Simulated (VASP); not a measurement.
# Sb: relaxed cell and band gap, by functional and dispersion

Sb, R-3m (no. 166), 2 atoms in the cell.

| Functional | Dispersion | Volume (Å³/atom) | Change from the starting volume (fraction) | Gap, path and mesh (eV) | Time (s) |
|---|---|---|---|---|---|
| PBE | ULG | 30.57 | 0.012 | 0.00 | 72 |
| rVV10 | in the functional | 33.23 | 0.100 | 0.00 | 888 |
| optPBE-vdW | in the functional | 32.70 | 0.082 | 0.00 | 998 |
| BLYP | D4 | 31.20 | 0.033 | 0.00 | 107 |

Limits: A zero gap at this level doesn't show that the crystal is a metal.

## Input of the first row

INCAR.step1:
```
  ALGO = Normal
  EDIFF = 1E-7
  EDIFFG = -0.002
  ENCUT = 600
  GGA = PE
  GGA_COMPAT = F
  IBRION = 2
  ISIF = 3
  ISMEAR = 0
  IVDW = 3
  KPAR = 2
  LASPH = T
  LCHARG = F
  LREAL = F
  LWAVE = F
  NELM = 150
  NSW = 60
  PREC = Accurate
  SIGMA = 0.02
```

INCAR.step2, as INCAR.step1 but for:
```
- NSW = 60
+ NSW = 40
```

INCAR.step3, as INCAR.step2 but for:
```
- EDIFFG = -0.002
- IBRION = 2
- ISIF = 3
- NSW = 40
+ ISIF = 2
+ NBANDS = 12
```

KPOINTS:
```
k-points
0
Gamma
  5 5 5
```

KPOINTS_OPT:
```
path GLB1,BZGX,QFP1Z,LP
8
line-mode
reciprocal
 0.0000000000  0.0000000000  0.0000000000  G
 0.5000000000  0.0000000000  0.0000000000  L

 0.5000000000  0.0000000000  0.0000000000  L
 0.5000000000  0.2396873643 -0.2396873643  B1

 0.7603126357  0.5000000000  0.2396873643  B
 0.5000000000  0.5000000000  0.5000000000  Z

 0.5000000000  0.5000000000  0.5000000000  Z
 0.0000000000  0.0000000000  0.0000000000  G

 0.0000000000  0.0000000000  0.0000000000  G
 0.3698436821  0.0000000000 -0.3698436821  X

 0.6301563179  0.3698436821  0.0000000000  Q
 0.5000000000  0.5000000000  0.0000000000  F

 0.5000000000  0.5000000000  0.0000000000  F
 0.6301563179  0.6301563179  0.2396873643  P1

 0.6301563179  0.6301563179  0.2396873643  P1
 0.5000000000  0.5000000000  0.5000000000  Z

 0.5000000000  0.0000000000  0.0000000000  L
 0.7603126357  0.3698436821  0.3698436821  P
```

POSCAR.step1:
```
Sb
1.0
    2.1542000000      1.2437279499      3.7580000000
   -2.1542000000      1.2437279499      3.7580000000
    0.0000000000     -2.4874558998      3.7580000000
Sb
2
Direct
    0.7665100000      0.7665100000      0.7665100000
    0.2334900000      0.2334900000      0.2334900000
```

Commands (each step's output is kept before the next begins):
```
cat potpaw_PBE.64/Sb/POTCAR > POTCAR
cp INCAR.step1 INCAR
cp POSCAR.step1 POSCAR
mpirun -np 2 vasp_std > vasp.out
cp CONTCAR POSCAR
rm WAVECAR CHG
cp INCAR.step2 INCAR
mpirun -np 2 vasp_std > vasp.out
cp CONTCAR POSCAR
rm WAVECAR CHG
cp INCAR.step3 INCAR
mpirun -np 2 vasp_std > vasp.out
```

Changes of the last row against the first:
```
(all steps)
- GGA = PE
- IVDW = 3
+ GGA = B5
+ ALDAX = 1.0
+ AGGAX = 1.0
+ AGGAC = 1.0
+ ALDAC = 0.0
+ IVDW = 13
+ VDW_S6 = 1.0
+ VDW_S8 = 2.34076671
+ VDW_A1 = 0.44488865
+ VDW_A2 = 4.0933009
```

VASP 6.6.1 took 72 s on 2 cores (Intel Xeon Platinum 8259CL @ 2.50GHz (Skylake/Cascade Lake)), a shared host.
